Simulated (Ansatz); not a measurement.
## What strain does to AgCl (CsCl type)

AgCl in the CsCl-type structure, relaxed with r2SCAN in Ansatz 0.2.0. It is cubic, Pm-3m (No. 221); conventional cell a = 3.396 Å, 19.58 Å³ an atom. Ag is surrounded by 8 Cl at 2.94 Å; Cl is surrounded by 8 Ag at 2.94 Å.

The axes x, y and z are those of this cell:
```xyz
2
Lattice="3.3956 0.0000 0.0000 0.0000 3.3956 0.0000 0.0000 0.0000 3.3956" Properties=species:S:1:pos:R:3 pbc="T T T"
Ag    0.0000    0.0000    0.0000
Cl    1.6978    1.6978    1.6978
```

Unstrained: The PBE gap is indirect, 0.585 eV (X to Γ), below the direct gap of 2.195 eV at Γ. The r2SCAN gap is indirect, 1.227 eV (X to Γ), below the direct gap of 2.876 eV at Γ. HSE06 gives an indirect gap of 2.010 eV, from X to Γ; the least direct gap is 3.576 eV at Γ. Meshes: PBE 8×8×8, r2SCAN 8×8×8, HSE06 6×6×6. Strains are changes of length per length. After each strain the atoms were relaxed again with r2SCAN within the symmetry that the strain leaves, so tilts or polar shifts that break it weren't tested; points keep the names that they have in the unstrained zone. No spin polarisation and no zero-point or thermal motion; the cell was built from a prototype and may be hypothetical.

Changes of the least gap in eV (an overlap counts as a negative gap):

| strain | volume change (%) | space group | PBE | r2SCAN | HSE06 | energy rise, r2SCAN (meV/atom) |
| --- | --- | --- | --- | --- | --- | --- |
| uniaxial -5.86 % along z | -5.9 | P4/mmm | -0.095 | -0.085 | -0.114 | 22.8 |
| biaxial +1.85 % in x and y, z held | +3.7 | P4/mmm | -0.038 | -0.050 | -0.050 | 5.5 |
| epitaxial -1.54 % in the xy plane, free normal strain +1.22 % | -1.9 | P4/mmm | -0.023 | -0.018 | -0.021 | 3.0 |

Uniaxial -5.86 % along z, other directions held. HSE06: the gap goes from 2.010 to 1.896 eV (-0.114 eV). Stress change with r2SCAN, compression positive: xx +2.65, yy +2.65, zz +6.94 GPa.

Biaxial +1.85 % in x and y, z held. HSE06: the gap goes from 2.010 to 1.960 eV (-0.050 eV). Stress change with r2SCAN, compression positive: xx -2.23, yy -2.23, zz -1.20 GPa.

Epitaxial -1.54 % in the xy plane, free normal strain +1.22 %. HSE06: the gap goes from 2.010 to 1.989 eV (-0.021 eV). Stress change with r2SCAN, compression positive: xx +1.68, yy +1.68, zz +0.04 GPa.

Spin-orbit coupling is left out.

The meshes of the hybrids are coarse, so their gaps aren't converged to the digits shown.
